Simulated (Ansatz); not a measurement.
# GaAs: the cost of one run

Computed with Ansatz 0.2.0 (DFT PBE, scalar-relativistic, plane waves, PAW, unless a step's input says otherwise).

1 further run of the same task is left out (set aside as unsound or not needed).

### Step 1. The system as given

The structure is cubic, space group F-43m (No. 216). The conventional cell has a = 5.745 Å, b = 5.745 Å, c = 5.745 Å, α = 90.00°, β = 90.00°, γ = 90.00°. Ga (site symmetry -43m) has 4 As at 2.49 Å as nearest neighbours. Around As (site symmetry -43m) lie 4 Ga at 2.49 Å.

Structure file:

```cif
data_structure
_symmetry_space_group_name_H-M 'F-43m'
_symmetry_Int_Tables_number 216
_cell_length_a 5.7454
_cell_length_b 5.7454
_cell_length_c 5.7454
_cell_angle_alpha 90.000
_cell_angle_beta 90.000
_cell_angle_gamma 90.000
_cell_volume 189.65
loop_
_atom_site_label
_atom_site_type_symbol
_atom_site_symmetry_multiplicity
_atom_site_Wyckoff_symbol
_atom_site_fract_x
_atom_site_fract_y
_atom_site_fract_z
_atom_site_occupancy
Ga1 Ga 4 a 0.00000 0.00000 0.00000 1
As1 As 4 d 0.25000 0.25000 0.75000 1
```

This cell was relaxed beforehand with the same method: volume 23.71 Å³/atom, gap on the mesh 0.16 eV.

### Step 2. Bands, states and charges

input.yaml

```yaml
crystal:
  lattice:
    - [0.0, 2.8726922803, 2.8726922803]
    - [2.8726922803, 0.0, 2.8726922803]
    - [2.8726922803, 2.8726922803, 0.0]
  atoms:
    - { symbol: Ga, position: [0.0, 0.0, 0.0] }
    - { symbol: As, position: [0.25, 0.25, 0.25] }
basis:
  ecutwfc: 420
kpoints:
  mp_grid: { grid: [12, 12, 12] }
  band_path:
    path:
      - [[0.0, 0.0, 0.0], [-0.5, -0.5, 0.0], [-0.375, -0.375, 0.25]]
      - [[-0.375, 0.0, 0.375], [0.0, 0.0, 0.0], [0.0, 0.0, 0.5], [-0.5, -0.25, 0.25], [-0.5, -0.5, 0.0]]
    npoints: 14
hamiltonian:
  xc: pbe
scf:
  occupations: { method: gaussian, width: 0.02 }
  n_extra_bands: 6
output:
  forces: true
  stress: true
  eigenvalues: true
  populations: true
  dos: { projected: true, de: 0.02, nscf_kmesh: { grid: [18, 18, 18] } }
  bader: true
  write_density: true
  write_potential: true
  elf: true
  volumetric_format: npy
```

Started as:

```sh
> ansatz run input.yaml --threads 1 --pin off --max-ram 2560MiB --backend cpu --events-out ev --progress --plain --runs-dir out
```

What time and memory should one allow on 1 thread of Intel Xeon Platinum 8488C (Sapphire Rapids), shared host?

About 32 s, with a peak of 0.45 GiB.
